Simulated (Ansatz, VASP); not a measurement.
**SrO in VASP and in Ansatz**

```
Sr O
1.0
     2.61267    2.61267    0.00000
    -2.61267    2.61267    0.00000
     0.00000    2.61267    2.53493
Sr O
1 1
Direct
  0.50000 0.50000 0.00000
  0.00000 0.00000 0.00000
```

Change from the starting cell: in-plane strain +0.02, out-of-plane length and atoms relaxed by PAW.

Alike in both runs: functional PBEsol; k mesh 8 × 8 × 8; no spin polarisation.

Ansatz relaxed the structure, and its values are those at the end. VASP's run is a single point on that final structure, the one shown.

|  | VASP | Ansatz |
| --- | --- | --- |
| version | VASP 6.6.1 | Ansatz 0.2.0 |
| potentials or method | VASP PAW PBE potentials, release 64 (Sr_sv, O) | PAW with Ansatz's default frozen-core files, scalar-relativistic |
| plane-wave cutoff (eV) | 520 | 420 |
| occupations | gaussian, width 0.01 eV | fixed |
| valence electrons in the cell | 16 | 16 |

Ansatz gave:

- gap on the k mesh at the Fermi level (eV): 3.07
- pressure (GPa): -2.4

Q: Estimate VASP's values.

A: gap on the k mesh at the Fermi level (eV): 3.02; pressure (GPa): -1.8.

Caveats: the PAW data sets were made with another functional, which shifts forces and pressure a little (VASP). A k mesh can miss the band edges.
